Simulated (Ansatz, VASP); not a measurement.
ZnSe (Stilleite) in VASP and in Ansatz

```
Se Zn
1.0
     0.00000    2.83380    2.83380
     2.83380    0.00000    2.83380
     2.83380    2.83380    0.00000
Se Zn
1 1
Direct
  0.75000 0.75000 0.75000
  0.00000 0.00000 0.00000
```

Alike in both runs: task band structure; functional PBEsol0; k mesh 4 × 4 × 4; occupations fermi-dirac, width 0.05 eV; no spin polarisation.

|  | VASP | Ansatz |
| --- | --- | --- |
| version | VASP 6.6.1 | Ansatz 0.2.0 |
| potentials or method | VASP PAW PBE potentials, release 64 (Se, Zn) | Ansatz PAW |
| plane-wave cutoff (eV) | 520 | 420 |
| valence electrons in the cell | 18 | 28 |

```tsv
	VASP	Ansatz	Ansatz less VASP
gap on the k mesh at the Fermi level (eV)	2.99	2.98	-0.012
least direct gap on the mesh (eV)	2.99	2.98	-0.012
gap along the band path (eV)	2.99	2.98	-0.012
pressure (GPa)	-1.1	-1.0	+0.06
```

The two sets of potentials don't hold the same shells in valence.

Caveats: the k mesh is coarse (spacing up to 0.48 Å⁻¹), so the values aren't converged, least of all with exact exchange; the PAW data sets were made with another functional, which shifts forces and pressure a little (VASP); the PAW data sets come from PBE, with cores solved anew for the run's functional, which leaves a small shift of forces and pressure (Ansatz); the thresholds are loose for stress (Ansatz).
